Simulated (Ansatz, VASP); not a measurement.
# SiNi: VASP beside Ansatz, part 2 of 3

Wanted: the spread between two codes on one cell, functional and k mesh. The structure shown comes from an earlier Ansatz run, which isn't shown and may have moved the atoms alone.

VASP 6.6.1 and Ansatz 0.2.0.

So far: The starting structure; Ansatz: elastic constants, PBEsol.

### Step 3. VASP: elastic constants, PBEsol

Level of this step: PBEsol, no spin polarisation; plane waves and PAW (Si, Ni) (VASP).

The same cell, functional, mesh and smearing now go to VASP, with its own data sets.

Lines of VASP's logs that name or quote its potential files are left out, and so is its time.

INCAR reads:

```
SYSTEM = SiNi
PREC = Accurate
ENCUT = 600
EDIFF = 1E-08
NELM = 120
ISMEAR = 1
SIGMA = 0.25
LREAL = .FALSE.
ALGO = Normal
GGA = PS
NBANDS = 36
LASPH = .TRUE.
LORBIT = 11
LWAVE = .FALSE.
LCHARG = .FALSE.
ISIF = 3
IBRION = 6
NFREE = 2
POTIM = 0.015
NSW = 1
GGA_COMPAT = .FALSE.
KPAR = 2
KBLOWUP = .FALSE.
```

POSCAR reads:

```
SiNi
1.0
    4.4669388057      0.0000000000      0.0000000000
    0.0000000000      4.4669388057      0.0000000000
    0.0000000000      0.0000000000      4.4669388057
Si Ni
4 4
Direct
    0.6535220341      0.1535220341      0.3464779659
    0.1535220341      0.3464779659      0.6535220341
    0.3464779659      0.6535220341      0.1535220341
    0.8464779659      0.8464779659      0.8464779659
    0.3510281995      0.8510281995      0.6489718005
    0.8510281995      0.6489718005      0.3510281995
    0.6489718005      0.3510281995      0.8510281995
    0.1489718005      0.1489718005      0.1489718005
```

KPOINTS reads:

```
Automatic mesh
0
Gamma
6 6 6
0 0 0
```

The projector-augmented-wave data sets are Si and Ni (PBE family, release 64).

Started as:

```
$ mpirun -np 2 vasp_std
```

What it wrote:

```text
[banner, memory and clock lines left out]
running    2 mpi-ranks, on    1 nodes
 distrk:  each k-point on    1 cores,    2 groups
 distr:  one band on    1 cores,    1 groups

 POSCAR found type information on POSCAR SiNi
 POSCAR found :  2 types and       8 ions
|                                                                             |
|               ----> ADVICE to this user running VASP <----                  |
|                                                                             |
|     You enforced a specific xc type in the INCAR file but a different       |
|     [... a line on the potential file left out ...]
|     I HOPE YOU KNOW WHAT YOU ARE DOING!                                     |
|                                                                             |

 LDA part: xc-table for (Slater+PW92), standard interpolation
 POSCAR, INCAR and KPOINTS ok, starting setup
 FFT: planning ... GRIDC
 FFT: planning ... GRID_SOFT
 FFT: planning ... GRID
 WAVECAR not read
 WARNING: random wavefunctions but no delay for mixing, default for NELMDL
 entering main loop
       N       E                     dE             d eps       ncg     rms          rms(c)
DAV:   1     0.390120561013E+03    0.39012E+03   -0.26851E+04  1728   0.207E+03
DAV:   2    -0.239774246907E+02   -0.41410E+03   -0.40075E+03  1728   0.408E+02
DAV:   3    -0.568140276560E+02   -0.32837E+02   -0.31679E+02  1884   0.137E+02
DAV:   4    -0.581278397435E+02   -0.13138E+01   -0.12972E+01  2176   0.244E+01
DAV:   5    -0.581698902697E+02   -0.42051E-01   -0.42005E-01  2132   0.429E+00    0.285E+01
DAV:   6    -0.641206638370E+02   -0.59508E+01   -0.13823E+02  2052   0.162E+02    0.321E+01
DAV:   7    -0.514342874030E+02    0.12686E+02   -0.43692E+01  2016   0.107E+02    0.636E+00
DAV:   8    -0.517046005373E+02   -0.27031E+00   -0.57639E+00  2568   0.157E+01    0.381E+00
DAV:   9    -0.515743990355E+02    0.13020E+00   -0.47727E-01  2100   0.964E+00    0.734E-01
DAV:  10    -0.515731746782E+02    0.12244E-02   -0.25898E-02  1932   0.123E+00    0.339E-01
DAV:  11    -0.515722863676E+02    0.88831E-03   -0.29527E-03  2960   0.641E-01    0.987E-02
DAV:  12    -0.515722248600E+02    0.61508E-04   -0.37308E-04  2188   0.166E-01    0.545E-02
DAV:  13    -0.515721930924E+02    0.31768E-04   -0.12333E-04  2640   0.145E-01    0.226E-02
DAV:  14    -0.515721929079E+02    0.18447E-06   -0.22498E-05  2468   0.477E-02    0.118E-02
DAV:  15    -0.515721923689E+02    0.53902E-06   -0.15298E-06  2388   0.787E-03    0.268E-03
DAV:  16    -0.515721924807E+02   -0.11178E-06   -0.31204E-07  2416   0.370E-03    0.163E-03
DAV:  17    -0.515721925415E+02   -0.60845E-07   -0.18768E-08  1292   0.137E-03    0.297E-04
DAV:  18    -0.515721925356E+02    0.58662E-08   -0.24064E-09   988   0.591E-04
   1 F= -.51572193E+02 E0= -.51572603E+02  d E =0.123043E-02
[... from here on, the cycles between the ionic steps are left out ...]
   2 F= -.51557502E+02 E0= -.51558309E+02  d E =0.242158E-02
  11 F= -.51567097E+02 E0= -.51567560E+02  d E =0.139064E-02
  12 F= -.51567097E+02 E0= -.51567560E+02  d E =0.139071E-02
  13 F= -.51567097E+02 E0= -.51567560E+02  d E =0.139064E-02
  14 F= -.51571139E+02 E0= -.51571562E+02  d E =0.126905E-02
  15 F= -.51571172E+02 E0= -.51571571E+02  d E =0.119635E-02
  16 F= -.51571366E+02 E0= -.51571805E+02  d E =0.131662E-02
 Finite differences progress:
  Degree of freedom:   8/  8
  Displacement:        1/  2
  Total:              15/ 16
 bond charge predicted
       N       E                     dE             d eps       ncg     rms          rms(c)
DAV:   1    -0.515712712249E+02    0.95178E-04   -0.24018E+00  8076   0.764E+00    0.245E-01
DAV:   2    -0.515722458679E+02   -0.97464E-03   -0.19630E-02 11952   0.179E+00    0.263E-01
DAV:   3    -0.515718747146E+02    0.37115E-03   -0.51433E-03  9564   0.177E+00    0.183E-01
DAV:   4    -0.515715734347E+02    0.30128E-03   -0.19335E-03 11940   0.933E-01    0.108E-01
DAV:   5    -0.515713836693E+02    0.18977E-03   -0.53862E-04 11904   0.404E-01    0.374E-02
DAV:   6    -0.515713855739E+02   -0.19046E-05   -0.16470E-04 12272   0.271E-01    0.382E-02
DAV:   7    -0.515713741046E+02    0.11469E-04   -0.64551E-05 11544   0.203E-01    0.105E-02
DAV:   8    -0.515713732192E+02    0.88537E-06   -0.86727E-06 12224   0.426E-02    0.485E-03
DAV:   9    -0.515713731602E+02    0.59013E-07   -0.12437E-06 10396   0.161E-02    0.179E-03
DAV:  10    -0.515713731689E+02   -0.87321E-08   -0.37726E-07  9872   0.139E-02    0.153E-03
DAV:  11    -0.515713731588E+02    0.10127E-07   -0.10161E-07  8508   0.729E-03    0.480E-04
DAV:  12    -0.515713731602E+02   -0.14197E-08   -0.13444E-08  4384   0.223E-03
  17 F= -.51571373E+02 E0= -.51571753E+02  d E =0.114034E-02
 Finite differences progress:
  Degree of freedom:   8/  8
  Displacement:        2/  2
  Total:              16/ 16
```

OUTCAR, selected parts (step 3):

```text
ion  position               nearest neighbor table
   1  0.654  0.154  0.346-   5 2.34   6 2.38   7 2.38   8 2.38   7 2.42   6 2.42   8 2.42   2 2.76
                             4 2.76   3 2.76   3 2.76   2 2.76   4 2.76
   2  0.154  0.346  0.654-   6 2.34   5 2.38   7 2.38   8 2.38   5 2.42   8 2.42   7 2.42   1 2.76
                             3 2.76   3 2.76   4 2.76   1 2.76   4 2.76
   3  0.346  0.654  0.154-   7 2.34   6 2.38   5 2.38   8 2.38   6 2.42   5 2.42   8 2.42   1 2.76
                             2 2.76   2 2.76   1 2.76   4 2.76   4 2.76
   4  0.846  0.846  0.846-   8 2.34   6 2.38   7 2.38   5 2.38   7 2.42   6 2.42   5 2.42   2 2.76
                             3 2.76   1 2.76   1 2.76   2 2.76   3 2.76
   5  0.351  0.851  0.649-   1 2.34   2 2.38   3 2.38   4 2.38   3 2.42   2 2.42   4 2.42   8 2.75
                             8 2.75   6 2.75   7 2.75   7 2.75   6 2.75
   6  0.851  0.649  0.351-   2 2.34   1 2.38   3 2.38   4 2.38   1 2.42   4 2.42   3 2.42   8 2.75
                             5 2.75   7 2.75   8 2.75   7 2.75   5 2.75
   7  0.649  0.351  0.851-   3 2.34   2 2.38   1 2.38   4 2.38   2 2.42   1 2.42   4 2.42   8 2.75
                             5 2.75   6 2.75   6 2.75   5 2.75   8 2.75
   8  0.149  0.149  0.149-   4 2.34   2 2.38   3 2.38   1 2.38   3 2.42   2 2.42   1 2.42   5 2.75
                             6 2.75   7 2.75   5 2.75   6 2.75   7 2.75

  LATTYP: Found a simple cubic cell.
 ALAT       =     4.4669388057

 Subroutine GETGRP returns: Found 12 space group operations
 (whereof  3 operations were pure point group operations)

The static configuration has the point symmetry C_3 .
 The point group associated with its full space group is T   .

 Found     24 irreducible k-points:

   k-points           NKPTS =     24   k-points in BZ     NKDIM =     24   number of bands    NBANDS=     36

   dimension x,y,z NGX =    36 NGY =   36 NGZ =   36
   dimension x,y,z NGXF=    72 NGYF=   72 NGZF=   72

   ENCUT  =  600.0 eV  44.10 Ry    6.64 a.u.   8.92  8.92  8.92*2*pi/ulx,y,z

   NELECT =      56.0000    total number of electrons

 k-points in reciprocal lattice and weights: Automatic mesh
   0.00000000  0.00000000  0.00000000       0.005
   0.16666667  0.00000000  0.00000000       0.028
   0.33333333  0.00000000  0.00000000       0.028
   0.50000000  0.00000000  0.00000000       0.014
   0.16666667  0.16666667  0.00000000       0.056
   0.33333333  0.16666667  0.00000000       0.056
   0.50000000  0.16666667  0.00000000       0.028
   0.16666667  0.33333333  0.00000000       0.056
   0.33333333  0.33333333  0.00000000       0.056
[...]
0.50000000  0.50000000  0.33333333       0.028
   0.50000000  0.50000000  0.50000000       0.005

 average (electrostatic) potential at core
       1 -78.0092       2 -78.0071       3 -78.0085       4 -78.0073       5 -79.9659
       6 -79.9668       7 -79.9669       8 -79.9664

 E-fermi :  12.2083

 k-point     1 :       0.0000    0.0000    0.0000
  band No.  band energies     occupation
    ...
     23       9.8837      2.00000
     24       9.8854      2.00000
     25      10.5456      2.00000
     26      10.5493      2.00000
     27      10.5578      2.00000
     28      13.2497     -0.00000
     29      13.2627     -0.00000
     30      13.2686     -0.00000
     31      13.6108     -0.00000
     32      13.6246     -0.00000
    ...

 k-point     2 :       0.1667    0.0000    0.0000
  band No.  band energies     occupation
    ...
     23       9.9028      2.00000
     24       9.9967      2.00000
     25      10.3719      2.00000
     26      10.4775      2.00000
     27      11.0597      2.00000
     28      12.4952     -0.06889
     29      12.6417     -0.03421
     30      12.8526     -0.00163
     31      13.1142     -0.00000
     32      14.0641     -0.00000
    ...

 k-point     3 :       0.3333    0.0000    0.0000
  band No.  band energies     occupation
    ...
     26      10.2951      2.00000
     27      11.5057      2.00052
     28      11.9873      2.01712
     29      12.1361      1.46693
     30      12.2266      0.87625
     31      13.5454     -0.00000
     32      14.5737     -0.00000
     33      14.9177     -0.00000
     34      15.0311     -0.00000
     35      15.5523     -0.00000
    ...

   1 f  =   11.594817 THz    72.852386 2PiTHz  386.761476 cm-1    47.952290 meV
             X         Y         Z           dx          dy          dz
      2.919243  0.685774  1.547696     0.398720    0.450511   -0.437079
      0.685774  1.547696  2.919243    -0.164906    0.190802    0.026525
      1.547696  2.919243  0.685774     0.113879   -0.306854   -0.277513
      3.781165  3.781165  3.781165     0.119935   -0.047146    0.186092
      1.568021  3.801491  2.898917    -0.131092   -0.141320    0.173553
      3.801491  2.898917  1.568021    -0.030585   -0.150119   -0.005406
      2.898917  1.568021  3.801491    -0.021139    0.041985    0.178959
      0.665448  0.665448  0.665448    -0.140538    0.050784    0.000000

   2 f  =   11.594817 THz    72.852386 2PiTHz  386.761476 cm-1    47.952290 meV
             X         Y         Z           dx          dy          dz
      2.919243  0.685774  1.547696    -0.013923   -0.100619   -0.141296
      0.685774  1.547696  2.919243     0.289691   -0.406928    0.405494
      1.547696  2.919243  0.685774     0.012962    0.087060   -0.156357
      3.781165  3.781165  3.781165     0.262806    0.393368    0.390433
      1.568021  3.801491  2.898917    -0.094843    0.105221    0.019653
      3.801491  2.898917  1.568021    -0.095845    0.094843   -0.191416
      2.898917  1.568021  3.801491    -0.105221   -0.095845    0.019143
      0.665448  0.665448  0.665448    -0.085467   -0.085467   -0.191927

   3 f  =   11.594817 THz    72.852386 2PiTHz  386.761476 cm-1    47.952290 meV
             X         Y         Z           dx          dy          dz
      2.919243  0.685774  1.547696    -0.232364   -0.008949    0.046493
      0.685774  1.547696  2.919243     0.319452   -0.105682    0.219170
      1.547696  2.919243  0.685774     0.447245   -0.333804   -0.334221
      3.781165  3.781165  3.781165    -0.360157   -0.237071   -0.161543
      1.568021  3.801491  2.898917     0.103225    0.076113    0.079555
      3.801491  2.898917  1.568021    -0.163445    0.072835    0.012899
      2.898917  1.568021  3.801491    -0.159115    0.160894    0.066656
      0.665448  0.665448  0.665448     0.098895    0.164171   -0.000000

   4 f  =    9.784611 THz    61.478522 2PiTHz  326.379481 cm-1    40.465880 meV
             X         Y         Z           dx          dy          dz
      2.919243  0.685774  1.547696    -0.288210   -0.288210    0.288210
      0.685774  1.547696  2.919243    -0.288210    0.288210   -0.288210
      1.547696  2.919243  0.685774     0.288210   -0.288210   -0.288210
      3.781165  3.781165  3.781165     0.288210    0.288210    0.288210
      1.568021  3.801491  2.898917     0.016374    0.016374   -0.016374
      3.801491  2.898917  1.568021     0.016374   -0.016374    0.016374
      2.898917  1.568021  3.801491    -0.016374    0.016374    0.016374
      0.665448  0.665448  0.665448    -0.016374   -0.016374   -0.016374

   5 f  =    9.631673 THz    60.517589 2PiTHz  321.278045 cm-1    39.833383 meV
             X         Y         Z           dx          dy          dz
      2.919243  0.685774  1.547696     0.117110    0.349420    0.313011
      0.685774  1.547696  2.919243    -0.017374   -0.392824   -0.163055
      1.547696  2.919243  0.685774     0.017891   -0.370206    0.158316
      3.781165  3.781165  3.781165     0.081845    0.372038   -0.317749
      1.568021  3.801491  2.898917    -0.030848    0.209067    0.015300
      3.801491  2.898917  1.568021    -0.038176   -0.192008    0.071569
      2.898917  1.568021  3.801491    -0.019121   -0.194681   -0.068290
      0.665448  0.665448  0.665448    -0.049903    0.206393   -0.012021

   6 f  =    9.631673 THz    60.517589 2PiTHz  321.278045 cm-1    39.833383 meV
             X         Y         Z           dx          dy          dz
      2.919243  0.685774  1.547696     0.407944   -0.277885   -0.009560
      0.685774  1.547696  2.919243    -0.416075   -0.217370    0.029253
      1.547696  2.919243  0.685774     0.330933    0.261751   -0.129629
      3.781165  3.781165  3.781165    -0.339065    0.201236   -0.090816
      1.568021  3.801491  2.898917     0.200087    0.017548    0.069467
      3.801491  2.898917  1.568021    -0.194459    0.050248    0.064880
      2.898917  1.568021  3.801491     0.209189   -0.006383    0.004588
      0.665448  0.665448  0.665448    -0.203562   -0.039082   -0.000000

   7 f  =    9.631673 THz    60.517589 2PiTHz  321.278045 cm-1    39.833383 meV
             X         Y         Z           dx          dy          dz
      2.919243  0.685774  1.547696    -0.160441    0.080993   -0.328340
      0.685774  1.547696  2.919243     0.180149   -0.065676   -0.422412
      1.547696  2.919243  0.685774     0.309899    0.017543    0.404977
      3.781165  3.781165  3.781165    -0.290190    0.164213    0.310905
      1.568021  3.801491  2.898917     0.056032    0.010448   -0.197652
      3.801491  2.898917  1.568021    -0.069671   -0.068805   -0.186533
      2.898917  1.568021  3.801491     0.000440   -0.078642    0.198599
      0.665448  0.665448  0.665448    -0.014079    0.000612    0.209717

   8 f  =    8.511662 THz    53.480346 2PiTHz  283.918467 cm-1    35.201388 meV
             X         Y         Z           dx          dy          dz
      2.919243  0.685774  1.547696    -0.248806   -0.122723   -0.371529
      0.685774  1.547696  2.919243    -0.248806    0.122723    0.371529
      1.547696  2.919243  0.685774     0.248806   -0.122723    0.371529
      3.781165  3.781165  3.781165     0.248806    0.122723   -0.371529
      1.568021  3.801491  2.898917    -0.076376   -0.076379   -0.152755
      3.801491  2.898917  1.568021    -0.076376    0.076379    0.152755
      2.898917  1.568021  3.801491     0.076376   -0.076379    0.152755
      0.665448  0.665448  0.665448     0.076376    0.076379   -0.152755

   9 f  =    8.511662 THz    53.480346 2PiTHz  283.918467 cm-1    35.201388 meV
             X         Y         Z           dx          dy          dz
      2.919243  0.685774  1.547696    -0.285356    0.358150    0.072794
      0.685774  1.547696  2.919243    -0.285356   -0.358150   -0.072794
      1.547696  2.919243  0.685774     0.285356    0.358150   -0.072794
      3.781165  3.781165  3.781165     0.285356   -0.358150    0.072794
      1.568021  3.801491  2.898917    -0.132291    0.132289   -0.000002
      3.801491  2.898917  1.568021    -0.132291   -0.132289    0.000002
      2.898917  1.568021  3.801491     0.132291    0.132289    0.000002
      0.665448  0.665448  0.665448     0.132291   -0.132289   -0.000002

  10 f  =    8.399102 THz    52.773114 2PiTHz  280.163882 cm-1    34.735879 meV
             X         Y         Z           dx          dy          dz
      2.919243  0.685774  1.547696    -0.341866    0.264595   -0.132693
      0.685774  1.547696  2.919243     0.019129    0.147990    0.009139
      1.547696  2.919243  0.685774    -0.097960    0.290411   -0.333216
      3.781165  3.781165  3.781165    -0.224777    0.407016   -0.191384
      1.568021  3.801491  2.898917     0.141063   -0.109047    0.224593
      3.801491  2.898917  1.568021     0.082158   -0.191867    0.141980
      2.898917  1.568021  3.801491    -0.001005   -0.274823    0.082169
      0.665448  0.665448  0.665448     0.224227   -0.192003   -0.000444

  11 f  =    8.399102 THz    52.773114 2PiTHz  280.163882 cm-1    34.735879 meV
             X         Y         Z           dx          dy          dz
      2.919243  0.685774  1.547696     0.225839    0.108751    0.244381
      0.685774  1.547696  2.919243     0.369001    0.323667   -0.017031
      1.547696  2.919243  0.685774     0.399545    0.286514    0.101572
      3.781165  3.781165  3.781165     0.195295    0.071599   -0.159840
    [... 145 further lines ...]
      2.898917  1.568021  3.801491     0.157239    0.377235   -0.044288
      0.665448  0.665448  0.665448     0.157470    0.377371   -0.044175

 ELASTIC MODULI CONTR FROM IONIC RELAXATION (kBar)
 Direction    XX          YY          ZZ          XY          YZ          ZX
 --------------------------------------------------------------------------------
 XX        -553.9827    263.2418    263.2418      0.0000      0.0000     -0.0000
 YY         263.2418   -553.9827    263.2418     -0.0000     -0.0000      0.0000
 ZZ         263.2418    263.2418   -553.9827      0.0000     -0.0000     -0.0000
 XY           0.0000      0.0000      0.0000   -122.6365     -0.0000      0.0000
 YZ           0.0000     -0.0000     -0.0000     -0.0000   -122.6365     -0.0000
 ZX          -0.0000      0.0000     -0.0000      0.0000     -0.0000   -122.6365
 --------------------------------------------------------------------------------

 TOTAL ELASTIC MODULI (kBar)
 Direction    XX          YY          ZZ          XY          YZ          ZX
 --------------------------------------------------------------------------------
 XX        2185.0184   1918.3740   1918.3740      0.0000      0.0000     -0.0000
 YY        1918.3740   2185.0184   1918.3740     -0.0000     -0.0000      0.0000
 ZZ        1918.3740   1918.3740   2185.0184      0.0000     -0.0000     -0.0000
 XY           0.0000      0.0000      0.0000    693.3227     -0.0000      0.0000
 YZ           0.0000     -0.0000     -0.0000     -0.0000    693.3227     -0.0000
 ZX          -0.0000      0.0000     -0.0000      0.0000     -0.0000    693.3227
 --------------------------------------------------------------------------------

 total charge
# of ion       s       p       d       tot
------------------------------------------
    1        0.735   0.860   0.000   1.595
    2        0.735   0.860   0.000   1.595
    3        0.735   0.860   0.000   1.595
    4        0.735   0.860   0.000   1.595
    5        0.469   0.635   8.513   9.617
    6        0.469   0.635   8.513   9.617
    7        0.469   0.635   8.513   9.617
    8        0.469   0.635   8.513   9.617
--------------------------------------------------
tot          4.817   5.980  34.054  44.851

[... 1 further part left out ...]
```

CONTCAR:

```
SiNi
   1.00000000000000
     4.4669388056999999    0.0000000000000000    0.0000000000000000
     0.0000000000000000    4.4669388056999999    0.0000000000000000
     0.0000000000000000    0.0000000000000000    4.4669388056999999
  Si              Ni
     4     4
Direct
     0.6535220340999999    0.1535220340999999    0.3464779659000001
     0.1535220340999999    0.3464779659000001    0.6535220340999999
     0.3464779659000001    0.6535220340999999    0.1535220340999999
     0.8464779659000001    0.8464779659000001    0.8464779659000001
     0.3476701951367301    0.8510281995000000    0.6489718004999999
     0.8510281995000000    0.6489718005000000    0.3510281995000000
     0.6489718005000000    0.3510281995000000    0.8510281995000000
     0.1489718005000000    0.1489718005000000    0.1489718005000000
```

This run has no spin polarisation, so a moment on Ni, if there is one, isn't seen.

Levels, forces or a CONTCAR printed for this step are those of its last displaced cell, not of the structure at rest.

(Continued in part 3 of 3.)

[Lines on the potential files, build, host, timing and source positions are cut from VASP's logs without a mark.]

[Logs are printed without paths, hosts, clocks, repeated set-up lines and the standing remarks that a program may print on its own settings, such as how far it seeks lower states.]

[Hosts, paths, dates, database ids (printed as entryN), source tags and the programs' standing remarks are cut or masked in the printed files.]
